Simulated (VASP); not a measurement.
Here is a VASP 6.6.1 calculation.

INCAR

```
SYSTEM = Ni
PREC = Accurate
ENCUT = 520
EDIFF = 1E-6
ISMEAR = -1
SIGMA = 0.1
LREAL = .FALSE.
LASPH = .TRUE.
NELM = 100
ALGO = Fast
ISIF = 2
LWAVE = .FALSE.
LCHARG = .FALSE.
GGA = RE
NBANDS = 22
```

File KPOINTS:

```
regular mesh
0
G
  12 12 17
  0 0 0
```

Contents of POSCAR:

```
Ni
1.0
    4.1256024009      0.0000000000      0.0000000000
   -2.0628012004      3.5728764851      0.0000000000
    0.0000000000      0.0000000000      2.4830855654
Ni
3
Direct
    0.0000000000      1.0000000000      0.0000000000
    0.3333333333      0.6666666667      0.5000000000
    0.6666666667      0.3333333333      0.5000000000
```

Potentials or basis: VASP PAW PBE potentials, release 64 (Ni).

Run with:

```bash
$ cat potpaw_PBE.64/Ni/POTCAR > POTCAR
$ mpirun -np 1 vasp_std > vasp.out
```

Q: Predict the band gap on the k mesh.

A: None (metal or under the smearing width).

Q: Predict the pressure.

A: -11.0 GPa.

Stress tensor (GPa, compression positive):
```
-11.06   0.00   0.00
  0.00 -11.06   0.00
  0.00   0.00 -10.78
```

Caveat: the PAW data sets were made with another functional, which shifts forces and pressure a little; the run has no spin polarisation, though such a crystal can be magnetic. Spin polarisation is off, so any magnetic state and its effect on volume and gap are missing.
